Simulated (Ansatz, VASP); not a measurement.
# Two plane-wave programs on Al

File POSCAR:

```
Al
1.0
    2.7215709975      0.0000000000      0.0000000000
    0.0000000000      2.7215709975      0.0000000000
    0.0000000000      0.0000000000      2.7215709975
Al
1
Direct
    0.0000000000      0.0000000000      0.0000000000
```

Contents of INCAR.step1:

```
SYSTEM = Al
PREC     = Accurate       ! precision mode
ENCUT    = 520            ! plane-wave cutoff, eV
ISMEAR   = -1             ! smearing method
SIGMA    = 0.05           ! smearing width, eV
LREAL    = .FALSE.        ! projectors in reciprocal space
LASPH    = .TRUE.         ! aspherical terms in the spheres
NELM     = 80             ! most SCF steps
NBANDS   = 8              ! bands
GGA      = PE             ! functional
ALGO     = Normal         ! electronic algorithm
EDIFF    = 1E-4           ! SCF threshold, eV
LWAVE    = .TRUE.         ! write WAVECAR
LCHARG   = .FALSE.        ! write CHGCAR
```

The input INCAR.step2:

```
SYSTEM = Al
PREC     = Accurate       ! precision mode
ENCUT    = 520            ! plane-wave cutoff, eV
EDIFF    = 1E-8           ! SCF threshold, eV
ISMEAR   = -1             ! smearing method
SIGMA    = 0.05           ! smearing width, eV
LREAL    = .FALSE.        ! projectors in reciprocal space
LASPH    = .TRUE.         ! aspherical terms in the spheres
NELM     = 80             ! most SCF steps
ALGO     = Normal         ! electronic algorithm
ISIF     = 2              ! what is computed and relaxed
LWAVE    = .FALSE.        ! write WAVECAR
LCHARG   = .FALSE.        ! write CHGCAR
METAGGA  = R2SCAN         ! meta-GGA
LMIXTAU  = .TRUE.       
LEFG     = .TRUE.       
NBANDS   = 8              ! bands
ISTART   = 1
```

KPOINTS

```
regular mesh
0
G
  15 15 15
  0 0 0
```

Input for Ansatz:

```yaml
crystal:
  lattice:
    - [2.7215709975, 0.0, 0.0]
    - [0.0, 2.7215709975, 0.0]
    - [0.0, 0.0, 2.7215709975]
  atoms:
    - { symbol: Al, position: [0.0, 0.0, 0.0] }
kpoints:
  mp_grid: { grid: [15, 15, 15] }
  band_path:
    path:
      - [0.0, 0.0, 0.0]
      - [0.0, 0.5, 0.0]
      - [0.5, 0.5, 0.0]
      - [0.0, 0.0, 0.0]
      - [0.5, 0.5, 0.5]
      - [0.0, 0.5, 0.0]
      - [0.5, 0.5, 0.5]
      - [0.5, 0.5, 0.0]
    npoints: 5
scf:
  occupations: { method: fermi_dirac, width: 0.05 }
hamiltonian:
  xc: r2scan
  pseudopotentials: { kind: paw }
output:
  forces: true
  stress: true
  eigenvalues: true
  efg: { contact_densities: true }
```

Alike in both runs: task electric field gradients; functional r2SCAN; k mesh 15 × 15 × 15; occupations fermi-dirac, width 0.05 eV; no spin polarisation.

|  | VASP | Ansatz |
| --- | --- | --- |
| version | VASP 6.6.1 | Ansatz 0.2.0 |
| potentials or method | VASP PAW PBE potentials, release 64 (Al) | PAW with Ansatz's default frozen-core files, scalar-relativistic |
| plane-wave cutoff (eV) | 520 | 500 |
| valence electrons in the cell | 3 | 3 |

VASP gave:

| Item | Value |
| --- | --- |
| pressure (GPa) | -1.0 |
| Vzz of the field gradient on the site that differs most (V/Å²) | 0.0 |

What did Ansatz give for the same quantities?

Pressure (GPa): -0.9; Vzz of the field gradient on the site that differs most (V/Å²): 0.0.

With one functional, cell and mesh, what is left measures potentials, basis and numerics.

Caveats: the PAW data sets were made with another functional, which shifts forces and pressure a little (VASP).
